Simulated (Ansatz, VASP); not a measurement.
**Al8H9Cl3O15 (hydroxylated alpha-Al2O3(0001) with 6 of its OH changed to Cl) in two plane-wave programs**

One calculation is typed for both programs; each brings its own data sets. How far apart do they land? The cell is taken from a series of runs on this material, whose earlier steps may have relaxed, scaled, displaced or heated it; both programs get it as it stands.

Main program and level: Ansatz 0.2.0; plane waves, with VASP 6.6.1 beside it; single point at r2SCAN with D4.

**1. The structure**

The cell holds 70 atoms: 16 Al, 30 O, 6 Cl and 18 H. Cell: a = 9.580 Å, b = 9.580 Å, c = 22.300 Å, α = 90.0°, β = 90.0°, γ = 120.0°. It derives from Al2O3 (hydroxylated alpha-Al2O3(0001)). As first built, before any earlier steps moved the atoms (in the runner's words): corundum (0001), 2 x 2 cells, three layers of O, the outer two all OH (lattice constants typed as starting values near PBE's), lower atoms held; 6 top OH groups nearest the cell's middle replaced by Cl, eased by MACE. Vacuum lies along c.

**2. Ansatz: single point, r2SCAN with D4, pair 1**

Ansatz runs on its default PAW (the set named soft_2) files.

A single point gives forces, pressure and levels at one fixed geometry, so differences don't come from the geometry; what else differs is listed under the comparison.

File input.yaml:

```yaml
crystal:
  lattice:
    - [9.58, 0.0, 0.0]
    - [-4.79, 8.29652, 0.0]
    - [0.0, 0.0, 22.3]
  atoms:
    - { symbol: Al, position: [0.00466, 0.99967, 0.14506] }
    - { symbol: Al, position: [0.33732, 0.17516, 0.22649] }
    - { symbol: Al, position: [0.17243, 0.33447, 0.1296] }
    - { symbol: Al, position: [0.16802, 0.33455, 0.24633] }
    - { symbol: O, position: [0.16027, 0.99713, 0.08897] }
    - { symbol: O, position: [0.00684, 0.15992, 0.09075] }
    - { symbol: O, position: [0.34593, 0.35099, 0.08852] }
    - { symbol: Cl, position: [0.50431, 0.15871, 0.31022] }
    - { symbol: O, position: [0.3292, 0.31882, 0.27874] }
    - { symbol: Cl, position: [0.16866, 0.00622, 0.3069] }
    - { symbol: O, position: [0.01995, 0.33908, 0.18504] }
    - { symbol: O, position: [0.17251, 0.17912, 0.18476] }
    - { symbol: O, position: [0.32526, 0.49595, 0.1873] }
    - { symbol: Al, position: [0.0072, 0.50402, 0.14341] }
    - { symbol: Al, position: [0.34143, 0.6789, 0.22409] }
    - { symbol: Al, position: [0.18068, 0.84177, 0.1301] }
    - { symbol: Al, position: [0.17097, 0.83393, 0.24434] }
    - { symbol: O, position: [0.15963, 0.49363, 0.08782] }
    - { symbol: O, position: [0.02168, 0.67046, 0.08692] }
    - { symbol: O, position: [0.35142, 0.85359, 0.08948] }
    - { symbol: Cl, position: [0.48679, 0.66381, 0.30391] }
    - { symbol: O, position: [0.32925, 0.8183, 0.27756] }
    - { symbol: Cl, position: [0.15267, 0.49657, 0.31622] }
    - { symbol: O, position: [0.01785, 0.8364, 0.18623] }
    - { symbol: O, position: [0.17005, 0.67895, 0.18516] }
    - { symbol: O, position: [0.32738, 0.99645, 0.18718] }
    - { symbol: Al, position: [0.5093, 0.00478, 0.14351] }
    - { symbol: Al, position: [0.84081, 0.16904, 0.22782] }
    - { symbol: Al, position: [0.67219, 0.33892, 0.12895] }
    - { symbol: Al, position: [0.67605, 0.32734, 0.24368] }
    - { symbol: O, position: [0.66384, 0.00015, 0.08961] }
    - { symbol: O, position: [0.51036, 0.16528, 0.08959] }
    - { symbol: O, position: [0.8434, 0.354, 0.08652] }
    - { symbol: O, position: [0.99358, 0.17374, 0.2785] }
    - { symbol: O, position: [0.83394, 0.31745, 0.27776] }
    - { symbol: O, position: [0.67633, 0.01135, 0.27646] }
    - { symbol: O, position: [0.52075, 0.33724, 0.18761] }
    - { symbol: O, position: [0.67283, 0.18257, 0.18431] }
    - { symbol: O, position: [0.82652, 0.49188, 0.18255] }
    - { symbol: Al, position: [0.50269, 0.50417, 0.14446] }
    - { symbol: Al, position: [0.84397, 0.66301, 0.22248] }
    - { symbol: Al, position: [0.67546, 0.84003, 0.1284] }
    - { symbol: Al, position: [0.6799, 0.84116, 0.2462] }
    - { symbol: O, position: [0.65707, 0.49809, 0.08752] }
    - { symbol: O, position: [0.50793, 0.66727, 0.0914] }
    - { symbol: O, position: [0.84665, 0.84777, 0.08921] }
    - { symbol: O, position: [0.99192, 0.67199, 0.27695] }
    - { symbol: Cl, position: [0.8302, 0.85467, 0.33011] }
    - { symbol: Cl, position: [0.68248, 0.51048, 0.30503] }
    - { symbol: O, position: [0.52129, 0.83501, 0.18523] }
    - { symbol: O, position: [0.6753, 0.68008, 0.19057] }
    - { symbol: O, position: [0.82938, 0.98589, 0.18728] }
    - { symbol: H, position: [0.10072, 0.95211, 0.05214] }
    - { symbol: H, position: [0.02722, 0.13622, 0.05062] }
    - { symbol: H, position: [0.34563, 0.24834, 0.08789] }
    - { symbol: H, position: [0.42707, 0.4141, 0.29241] }
    - { symbol: H, position: [0.11226, 0.45217, 0.0489] }
    - { symbol: H, position: [0.07383, 0.66516, 0.05041] }
    - { symbol: H, position: [0.35782, 0.75476, 0.0872] }
    - { symbol: H, position: [0.42901, 0.91739, 0.28785] }
    - { symbol: H, position: [0.76923, 0.09854, 0.08726] }
    - { symbol: H, position: [0.52907, 0.13152, 0.05089] }
    - { symbol: H, position: [0.85345, 0.41008, 0.04919] }
    - { symbol: H, position: [0.98449, 0.07748, 0.29734] }
    - { symbol: H, position: [0.93526, 0.40509, 0.29408] }
    - { symbol: H, position: [0.70931, 0.03852, 0.31787] }
    - { symbol: H, position: [0.59222, 0.45573, 0.05152] }
    - { symbol: H, position: [0.51641, 0.64793, 0.04939] }
    - { symbol: H, position: [0.84097, 0.74282, 0.0878] }
    - { symbol: H, position: [0.96917, 0.68481, 0.31825] }
kpoints:
  mp_grid: { grid: [1, 1, 1] }
hamiltonian:
  xc: r2scan
  dispersion: d4
scf:
  occupations: { method: fermi_dirac, width: 0.025 }
output:
  forces: true
```

On the command line:

```sh
$ ansatz run input.yaml --threads 4 --pin off --max-ram 8192MiB --backend cpu --events-out ev --progress --plain --runs-dir out
```

Numbers of over 12 decimals in the logs are rounded to 6 here.

What it wrote:

```text
Engine: ansatz 0.2.0, aarch64-unknown-linux-gnu
Pseudopotentials: kind: paw
Pseudopotential: Al, paw, valence charge 3, recommended cutoff 500 eV (meta_gga), Al.paw.azcp
Pseudopotential: O, paw, valence charge 6, recommended cutoff 500 eV (meta_gga), O.paw.azcp
Pseudopotential: Cl, paw, valence charge 7, recommended cutoff 500 eV (meta_gga), Cl.paw.azcp
Pseudopotential: H, paw, valence charge 1, recommended cutoff 500 eV (meta_gga), H.paw.azcp
Functional definition: r2SCAN
  parameter k0 = 0.174
  parameter k1 = 0.065
  parameter a1 = 4.9479
  exchange = r2scan_x(k0 = k0, k1 = k1, a1 = a1)
  correlation = r2scan_c
Crystal: 70 atoms, lattice volume = 1772.419 Å³
Basis set: ecut = 500 eV, 45111 PW (Γ), exchange–correlation on 288×288×720 points (64 copies of the dense FFT grid, shifted against one another)
Bands: 214, of which v1, the nominal top of the filled ones, is band 144 counted from 1 (143 counted from 0)
Symmetry: 1 space group operations
Space group: P1 (ITA 1), of the structure as read, at distance tolerance 1.2e-4 Å
k-points: 1
Non-local potential: Al, projectors of the file, l = 0: 2, l = 1: 2, l = 2: 1
Non-local potential: O, projectors of the file, l = 0: 2, l = 1: 2, l = 2: 1
Non-local potential: Cl, projectors of the file, l = 0: 2, l = 1: 2, l = 2: 2
Non-local potential: H, projectors of the file, l = 0: 2, l = 1: 1
PAW form: soft (Blöchl's): semilocal exchange-correlation on the pseudo side does not see the compensation charge
PAW frozen core: Al, regenerated for the run's functional (the file was generated under x = pbe(κ = 0.804, μ = 0.219515), c = pbe(β = 0.066725))
PAW frozen core: O, regenerated for the run's functional (the file was generated under x = pbe(κ = 0.804, μ = 0.219515), c = pbe(β = 0.066725))
PAW frozen core: Cl, regenerated for the run's functional (the file was generated under x = pbe(κ = 0.804, μ = 0.219515), c = pbe(β = 0.066725))
PAW one-centre angular grid: Al, 302 points (default); XC on 160 Gauss nodes
PAW one-centre angular grid: O, 302 points (default); XC on 160 Gauss nodes
PAW one-centre angular grid: Cl, 302 points (default); XC on 160 Gauss nodes
PAW one-centre angular grid: H, 302 points (default); XC on 160 Gauss nodes
Initial density: superposition of atomic densities (neutral atoms: chi_scale 0, normalization atom), corrected by the library's trained network
Initial wavefunctions: pseudopotential atomic-orbital guess
Functional: x = r2scan, c = r2scan; τ floored in thin density (d = 2e-4 eV/Å³)
SCF iter   1: F=—  HF=-32565.698826 eV  |F-HF|=—  |Δ(HF+E_count)|=         —  Δρ=4.48e-3  dr2=4.76e-1  dr2_τ=3.75e0  ethr=1.77e-3  ⟨swp⟩=8.0  Hψ=1158  notcnv=0  defer=24
preconditioner: auto → Resta (q_TF=auto, 2.015 Å⁻¹)  ε∞=1.8  [insulator: Δε(μ)=3.755 eV  Ē_g=16.441 eV  σ=0.025 eV  W_gap=1.00  n_scr=224 (ndim 8)  ℏωp=15.0 eV  f_vac=0.636  D(μ)=0.00/eV (n_scr^D=0)  ε∞_Penn≈1.8  vacuum switching on, ρ_ref=2.0e-2 e/Å³]
SCF iter   2: F=—  HF=-32567.265406 eV  |F-HF|=—  |Δ(HF+E_count)|=    1.57e0  Δρ=2.87e-3  dr2=9.24e-2  dr2_τ=8.30e-3  ethr=1.65e-4  ⟨swp⟩=3.0  Hψ=407  notcnv=0  defer=62
SCF iter   3: F=—  HF=-32567.256413 eV  |F-HF|=—  |Δ(HF+E_count)|=   8.99e-3  Δρ=8.49e-4  dr2=8.86e-3  dr2_τ=1.71e-3  ethr=3.21e-5  ⟨swp⟩=3.0  Hψ=276  notcnv=0  defer=14
automatic band count: iteration 3 solves 166 bands in place of 214: the levels show a gap, and the empty bands left out lie too high to hold charge; the band table lists the bands solved (type scf.n_extra_bands for more)
SCF iter   4: F=—  HF=-32567.257667 eV  |F-HF|=—  |Δ(HF+E_count)|=   1.25e-3  Δρ=3.34e-4  dr2=1.43e-3  dr2_τ=3.04e-4  ethr=3.08e-6  ⟨swp⟩=3.0  Hψ=305  notcnv=0  defer=14
SCF iter   5: F=—  HF=-32567.257492 eV  |F-HF|=—  |Δ(HF+E_count)|=   1.75e-4  Δρ=8.45e-5  dr2=6.75e-5  dr2_τ=1.03e-5  ethr=4.95e-7  ⟨swp⟩=3.0  Hψ=371  notcnv=0  defer=14
SCF iter   6: F=—  HF=-32567.258458 eV  |F-HF|=—  |Δ(HF+E_count)|=   9.66e-4  Δρ=2.62e-5  dr2=1.04e-5  dr2_τ=1.10e-6  ethr=2.35e-8  ⟨swp⟩=2.0  Hψ=318  notcnv=0  defer=14
SCF iter   7: F=—  HF=-32567.258461 eV  |F-HF|=—  |Δ(HF+E_count)|=   2.44e-6  Δρ=7.16e-6  dr2=6.45e-7  dr2_τ=1.09e-7  ethr=3.59e-9  ⟨swp⟩=2.0  Hψ=296  notcnv=0  defer=14
SCF iter   8: F=—  HF=-32567.258461 eV  |F-HF|=—  |Δ(HF+E_count)|=   7.40e-7  Δρ=2.86e-6  dr2=1.23e-7  dr2_τ=1.57e-8  ethr=3.47e-11  ⟨swp⟩=6.0  Hψ=712  notcnv=0
SCF iter   9: F=-32567.258461 eV  HF=-32567.258461 eV  |F-HF|=1.29e-8  |Δ(HF+E_count)|=   9.47e-8  Δρ=8.01e-7  dr2=1.01e-8  dr2_τ=1.70e-9  ethr=3.47e-11  ⟨swp⟩=5.0  Hψ=587  notcnv=0
SCF 1 converged in 9 iterations: F = -32567.258461 eV  dr2 = 1.01e-8
  greatest PAW one-centre occupation: 0.941 electrons in one spin orbital (limit 2), on the Cl atom at site 20 (counted from 0), in its partial waves of l = 0
SCF converged after 9 iterations
Free energy (F): -32567.258461 eV
Harris-Foulkes:  -32567.258461 eV  (|F-HF|=1.29e-8)
Internal energy: -32567.258461 eV  (E = F + TS)
E sigma→0 (E₀):  -32567.258461 eV
Fermi energy:    0.422339 eV
--- Per-component energies (eV) ---
  E_band       = -2790.065574
  E_kinetic    = 7063.962011
  E_local      = -185569.200629  (includes V_loc(G=0)·N_el)
  E_nonlocal   = 1768.045804
  E_hartree    = 89813.095814
  E_xc         = -3630.100913
  E_vxc        = -4792.016628  (∫ρ·V_xc dr)
  E_paw        = -16402.736804  (= ΣΔE_a)
  E_vpaw       = -1177.927884  (= ΣTr[D̂ρ^β])
  E_aug_tail   = 0.023825  (compensation charges beyond the density's cutoff)
  E_vtau       = 290.863941  (kinetic-family band-sum trace: ∫τ·v_τ [+ j·A + Jᵃ·Aᵃ] dr)
  E_ewald      = 74396.114175
  E_disp       = -3.723347  (pairwise vdW)
  E_core_change = -2.738397  (= ΣΔE_core)
  E_smearing   = -0.000000  (= −TS)
  E_closure    = 0.000000  (closes the sum)
  Σ components = -32567.258461   (vs F -32567.258461, Δ=0.00e0)
--- Forces (eV/Å), atoms counted from 1 ---
  atom   1  Al     0.03222282     0.29095260    -0.38180718
  atom   2  Al    -0.09232689     0.09579856    -0.04757164
  atom   3  Al    -0.24147462    -0.11119131    -0.00131179
  atom   4  Al     0.03275939    -0.15101827     0.04127709
  atom   5  O     -0.09352813    -0.34318534    -0.07295168
  atom   6  O      0.27305507     0.02783140    -0.20483060
  atom   7  O      0.14080459    -0.13990802     0.51286157
  atom   8  Cl     0.04318270     0.11339624    -0.16536678
  atom   9  O      0.09173130     0.28595146    -0.16864698
  atom  10  Cl     0.11911467    -0.11149107    -0.22149412
  atom  11  O      0.08628056     0.00182322    -0.02075722
  atom  12  O     -0.01701151     0.06588403    -0.02869968
  atom  13  O     -0.04473508    -0.04622017     0.01381561
  atom  14  Al     0.19515702    -0.31650851    -0.43477369
  atom  15  Al    -0.04355107     0.12911950    -0.05051605
  atom  16  Al    -0.09062020     0.03375498    -0.53658330
  atom  17  Al     0.04955525    -0.12779188     0.08563014
  atom  18  O     -0.08896840    -0.20290252    -0.20861188
  atom  19  O      0.29135540     0.03474691    -0.06812350
  atom  20  O      0.03875813    -0.21965149     0.45015459
  atom  21  Cl     0.02123488     0.15670035    -0.19637051
  atom  22  O      0.02095347     0.26676770    -0.24643836
  atom  23  Cl     0.01818858    -0.06568382    -0.12889474
  atom  24  O      0.05735530    -0.02563986    -0.01600274
[...]
atom  63  H      0.06939828    -0.21015927     0.50942507
  atom  64  H     -0.19820355     0.40364794    -0.18986994
  atom  65  H     -0.23563573    -0.30672884    -0.14556133
  atom  66  H     -0.10092414    -0.09448315    -0.39773838
  atom  67  H      0.18350864     0.17607820     0.47470791
  atom  68  H      0.01385392     0.06789497     0.51502877
  atom  69  H     -0.23445111     0.47658096    -0.09722656
  atom  70  H      0.15489216    -0.05534925    -0.38227660
  max |Σ_I F_I| component: 1.09e-4 eV/Å
```

**3. VASP: single point, r2SCAN with D4, pair 1**

The same cell, functional, mesh and smearing now go to VASP, with its own data sets.

Lines of VASP's logs that name or quote its potential files are left out, and so is its time.

File INCAR:

```
SYSTEM = Al8H9Cl3O15
PREC = Accurate
ENCUT = 580
EDIFF = 1E-06
NELM = 120
ISMEAR = -1
SIGMA = 0.025
LREAL = Auto
ALGO = Normal
METAGGA = R2SCAN
IVDW = 13
VDW_S6 = 1
VDW_S8 = 0.6018749
VDW_A1 = 0.51559235
VDW_A2 = 5.77342911
LASPH = .TRUE.
NBANDS = 200
LORBIT = 11
LWAVE = .FALSE.
LCHARG = .FALSE.
ISIF = 2
GGA_COMPAT = .FALSE.
EFERMI = MIDGAP
LMIXTAU = .TRUE.
NCORE = 2
```

File POSCAR:

```
Al8H9Cl3O15
1.0
    9.5800000000      0.0000000000      0.0000000000
   -4.7900000000      8.2965200000      0.0000000000
    0.0000000000      0.0000000000     22.3000000000
Al O Cl H
16 30 6 18
Direct
    0.0046600000      0.9996700000      0.1450600000
    0.3373200000      0.1751600000      0.2264900000
    0.1724300000      0.3344700000      0.1296000000
    0.1680200000      0.3345500000      0.2463300000
    0.0072000000      0.5040200000      0.1434100000
    0.3414300000      0.6789000000      0.2240900000
    0.1806800000      0.8417700000      0.1301000000
    0.1709700000      0.8339300000      0.2443400000
    0.5093000000      0.0047800000      0.1435100000
    0.8408100000      0.1690400000      0.2278200000
    0.6721900000      0.3389200000      0.1289500000
    0.6760500000      0.3273400000      0.2436800000
    0.5026900000      0.5041700000      0.1444600000
    0.8439700000      0.6630100000      0.2224800000
    0.6754600000      0.8400300000      0.1284000000
    0.6799000000      0.8411600000      0.2462000000
    0.1602700000      0.9971300000      0.0889700000
    0.0068400000      0.1599200000      0.0907500000
    0.3459300000      0.3509900000      0.0885200000
    0.3292000000      0.3188200000      0.2787400000
    0.0199500000      0.3390800000      0.1850400000
    0.1725100000      0.1791200000      0.1847600000
    0.3252600000      0.4959500000      0.1873000000
    0.1596300000      0.4936300000      0.0878200000
    0.0216800000      0.6704600000      0.0869200000
    0.3514200000      0.8535900000      0.0894800000
    0.3292500000      0.8183000000      0.2775600000
    0.0178500000      0.8364000000      0.1862300000
    0.1700500000      0.6789500000      0.1851600000
    0.3273800000      0.9964500000      0.1871800000
    0.6638400000      0.0001500000      0.0896100000
    0.5103600000      0.1652800000      0.0895900000
    0.8434000000      0.3540000000      0.0865200000
    0.9935800000      0.1737400000      0.2785000000
    0.8339400000      0.3174500000      0.2777600000
    0.6763300000      0.0113500000      0.2764600000
    0.5207500000      0.3372400000      0.1876100000
    0.6728300000      0.1825700000      0.1843100000
    0.8265200000      0.4918800000      0.1825500000
    0.6570700000      0.4980900000      0.0875200000
    0.5079300000      0.6672700000      0.0914000000
    0.8466500000      0.8477700000      0.0892100000
    0.9919200000      0.6719900000      0.2769500000
    0.5212900000      0.8350100000      0.1852300000
    0.6753000000      0.6800800000      0.1905700000
    0.8293800000      0.9858900000      0.1872800000
    0.5043100000      0.1587100000      0.3102200000
    0.1686600000      0.0062200000      0.3069000000
    0.4867900000      0.6638100000      0.3039100000
    0.1526700000      0.4965700000      0.3162200000
    0.8302000000      0.8546700000      0.3301100000
    0.6824800000      0.5104800000      0.3050300000
    0.1007200000      0.9521100000      0.0521400000
    0.0272200000      0.1362200000      0.0506200000
    0.3456300000      0.2483400000      0.0878900000
    0.4270700000      0.4141000000      0.2924100000
    0.1122600000      0.4521700000      0.0489000000
    0.0738300000      0.6651600000      0.0504100000
    0.3578200000      0.7547600000      0.0872000000
    0.4290100000      0.9173900000      0.2878500000
    0.7692300000      0.0985400000      0.0872600000
    0.5290700000      0.1315200000      0.0508900000
    0.8534500000      0.4100800000      0.0491900000
    0.9844900000      0.0774800000      0.2973400000
    0.9352600000      0.4050900000      0.2940800000
    0.7093100000      0.0385200000      0.3178700000
    0.5922200000      0.4557300000      0.0515200000
    0.5164100000      0.6479300000      0.0493900000
    0.8409700000      0.7428200000      0.0878000000
    0.9691700000      0.6848100000      0.3182500000
```

File KPOINTS:

```
Automatic mesh
0
Gamma
1 1 1
0 0 0
```

The projector-augmented-wave data sets are Al, O, Cl and H (PBE family, release 64).

On the command line:

```sh
$ mpirun -np 8 vasp_gam
```

What it wrote:

```text
[banner, memory and clock lines left out]
running    8 mpi-ranks, on    1 nodes
[...]
|                                                                             |
|               ----> ADVICE to this user running VASP <----                  |
|                                                                             |
|     You enforced a specific xc type in the INCAR file but a different       |
|     [... a line on the potential file left out ...]
|     I HOPE YOU KNOW WHAT YOU ARE DOING!                                     |
|                                                                             |

 LDA part: xc-table for (None), standard interpolation
 POSCAR, INCAR and KPOINTS ok, starting setup
[...]
entering main loop
       N       E                     dE             d eps       ncg     rms          rms(c)
DAV:   1     0.286699763390E+04    0.28670E+04   -0.15251E+05   416   0.138E+03
DAV:   2    -0.236475963195E+03   -0.31035E+04   -0.29731E+04   512   0.331E+02
DAV:   3    -0.655113104173E+03   -0.41864E+03   -0.41624E+03   488   0.127E+02
DAV:   4    -0.665916508334E+03   -0.10803E+02   -0.10766E+02   488   0.233E+01
[...]
DAV:  74    -0.536035017246E+03   -0.15751E-04   -0.35460E-06   368   0.765E-03    0.784E-04
DAV:  75    -0.536035018814E+03   -0.15684E-05   -0.13007E-06   296   0.515E-03    0.662E-04
DAV:  76    -0.536035019186E+03   -0.37217E-06   -0.57848E-07   272   0.344E-03
   1 F= -.53975493E+03 E0= -.53975493E+03  d E =0.000000E+00
```

From OUTCAR (step 3):

```text
 POSITION                                       TOTAL-FORCE (eV/Angst)
 -----------------------------------------------------------------------------------
     -4.74378      8.29378      3.23484         0.023779      0.308086     -0.383670
      2.39251      1.45322      5.05073        -0.087760      0.075425     -0.023188
      0.04977      2.77494      2.89008        -0.250571     -0.096311      0.028458
      0.00714      2.77560      5.49316         0.003972     -0.124502      0.037175
     -2.34528      4.18161      3.19804         0.192324     -0.319578     -0.422025
      0.01897      5.63251      4.99721        -0.032669      0.122661     -0.029890
     -2.30116      6.98376      2.90123        -0.088957      0.056841     -0.503402
     -2.35663      6.91872      5.44878         0.031262     -0.115165      0.071842
      4.85620      0.03966      3.20027         0.117201      0.183738     -0.320103
      7.24526      1.40244      5.08039        -0.020677      0.026985      0.144907
      4.81615      2.81186      2.87559         0.066803     -0.362275     -0.269469
      4.90860      2.71578      5.43406         0.117105     -0.026761      0.043286
      2.40080      4.18286      3.22146        -0.037759     -0.051659      0.103914
      4.90941      5.50068      4.96130         0.181488     -0.099649     -0.092479
[...]
-----------------------------------------------------------------------------------
    total drift:                               -0.000962      0.000892      0.010475

  FREE ENERGIE OF THE ION-ELECTRON SYSTEM (eV)
  ---------------------------------------------------
  free  energy   TOTEN  =      -539.7549310281 eV

  energy  without entropy=     -539.7549310281  energy(sigma->0) =     -539.75493103
```

(Part 1 of 2 ends here.)

[Lines on the potential files, build, host, timing and source positions are cut from VASP's logs without a mark.]

[Logs are printed without paths, hosts, clocks, repeated set-up lines and the standing remarks that a program may print on its own settings, such as how far it seeks lower states.]

[Hosts, paths, dates, database ids (printed as entryN), source tags and the programs' standing remarks are cut or masked in the printed files.]
